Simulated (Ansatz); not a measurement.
# Course of a relaxation: Cu

A trial structure of Cu was built thus: random cell by space group and Wyckoff sites (Immm, No. 71). Lengths were set from tabulated atomic sizes, so they are only a guess.

```yaml
crystal:
  lattice:
    - [-1.15389, 1.51493, 1.80969]
    - [1.15389, -1.51493, 1.80969]
    - [1.15389, 1.51493, -1.80969]
  atoms:
    - { symbol: Cu, position: [0.00000, 0.00000, 0.00000] }
```

Level of theory: DFT PBE, scalar-relativistic, plane waves, PAW in Ansatz. Cutoff 420 eV, Gaussian smearing, Γ-centred meshes. Cell and atoms relax first on a coarse mesh and then on a finer one. In between, the cell is made exact in the group found at 0.06 Å. In metals the finer mesh still leaves noise of several meV/atom or more. The steps can't lower the symmetry of their start. No spin polarisation.

Steps on the 10×10×10 mesh (1 atom, 10 steps). The free energy counts from the last step; the plane-wave basis is renewed at times, which shifts energy and pressure.

```
step  ΔF (meV/atom)  V (Å³/atom)  P (GPa)
   1          180.3        12.65     0.48
   2           88.9        12.22     1.09
   3           26.4        11.96     1.34
   4            1.9        11.99    -0.33
   5            0.7        11.95     0.06
   6            0.8        12.03    -0.97
   7            0.4        11.95     0.01
   8            0.2        11.95     0.22
   9            0.0        11.97     0.01
  10            0.0        11.97     0.00
```

The relaxed structure, after a last relaxation on the converged mesh:

```cif
data_structure
_symmetry_space_group_name_H-M 'Fm-3m'
_symmetry_Int_Tables_number 225
_cell_length_a 3.6298
_cell_length_b 3.6298
_cell_length_c 3.6298
_cell_angle_alpha 90.000
_cell_angle_beta 90.000
_cell_angle_gamma 90.000
_cell_volume 47.82
loop_
_atom_site_label
_atom_site_type_symbol
_atom_site_symmetry_multiplicity
_atom_site_Wyckoff_symbol
_atom_site_fract_x
_atom_site_fract_y
_atom_site_fract_z
_atom_site_occupancy
Cu1 Cu 4 a 0.00000 0.00000 0.00000 1
```

The symmetry goes from Immm (No. 71) to Fm-3m (No. 225). The end has the fcc type. The volume per atom shrinks by 5.5 %, from 12.7 to 12.0 Å³. The shortest distance goes from 2.31 Å (Cu–Cu) to 2.57 Å (Cu–Cu). The energy falls by about 0.19 eV/atom (the start's value is from the coarse mesh). Cu has 12 Cu at 2.57 Å.

```
Volume per atom                             : 11.96 Å³
Density                                     : 8.83 g/cm³
Energy over the standard state              : 0.00 eV/atom
Gap on the 26×26×26 mesh of the 1-atom cell : 0 eV (a metal)
```

Energies count from the standard state of Cu at the same level.

The last run used Gaussian smearing of 0.10 eV. For metals, differences of a few meV/atom aren't resolved. A structure relaxed within its symmetry needn't be a true minimum. In all, the 3 runs took 78 s on 1 thread of Arm Neoverse N1, on a shared host.
